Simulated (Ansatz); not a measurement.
# Ti: a tetragonal deformation path

An exercise on one series of results from a longer session: the logs are not shown, and one member is left open.

Method: DFT PBE, scalar-relativistic, plane waves, PAW, in Ansatz 0.2.0.

### The system as given

Symmetry: Im-3m, No. 229, cubic system. The conventional cell has a = 3.282 Å, b = 3.282 Å, c = 3.282 Å, α = 90.00°, β = 90.00°, γ = 90.00°. Around Ti (site symmetry m-3m) lie 8 Ti at 2.84 Å.

As a file:

```
CELL_PARAMETERS angstrom
-1.64100 1.64100 1.64100
1.64100 -1.64100 1.64100
1.64100 1.64100 -1.64100
ATOMIC_POSITIONS crystal
Ti 0.00000 0.00000 0.00000
```

No relaxation comes first: the listed cell is the starting point.

Set-up of the first run:

Input file input.yaml:

```yaml
crystal:
  lattice:
    - [-1.641, 1.641, 1.641]
    - [1.641, -1.641, 1.641]
    - [1.641, 1.641, -1.641]
  atoms:
    - { symbol: Ti, position: [0.0, 0.0, 0.0] }
basis:
  ecutwfc: 420
kpoints:
  mp_grid: { grid: [22, 22, 22] }
hamiltonian:
  xc: pbe
scf:
  occupations: { method: gaussian, width: 0.15 }
output:
  forces: true
  stress: true
  eigenvalues: true
```

Steps of the session up to this table: Zero of the scan; ρ = 0.707; Point ρ = 1.414; Point ρ = 0.850; At ρ = 1.200; ρ = 0.780; Point ρ = 1.300; ρ = 0.920; At ρ = 1.100; At ρ = 0.650; At ρ = 1.500; ρ = 0.960; At ρ = 1.050.

One table of the session follows, with a row left open; its other results are not shown here.

| ρ | ΔE (meV/atom) | pressure (GPa) |
| --- | --- | --- |
| 0.650 | 220.5 | -0.7 |
| 0.707 | 98.6 | -1.8 |
| 0.780 | 14.7 | -2.3 |
| 0.850 | -11.9 | -2.4 |
| 0.920 | ? | ? |
| 0.960 | -1.8 | -2.4 |
| 1.000 | 0.0 | -2.4 |
| 1.050 | -2.0 | -2.3 |
| 1.100 | -7.2 | -2.2 |
| 1.200 | -25.1 | -1.9 |
| 1.300 | -43.1 | -1.7 |
| 1.414 | -51.6 | -1.7 |
| 1.500 | -47.2 | -1.7 |

Estimate the missing values for ρ = 0.920.

Worked estimate for «ΔE (meV/atom)». A straight line through the neighbours (0.850, -11.9) and (0.960, -1.8) gives -11.9 + (-1.8 + 11.9) × (0.920 − 0.850) / (0.960 − 0.850) = -5.5; a parabola fitted to 4 rows on both sides gives -12.4.

The run gave: ΔE (meV/atom): -7.6; pressure (GPa): -2.3. In «ΔE (meV/atom)» the line misses by +2.1 and the parabola by -4.8.
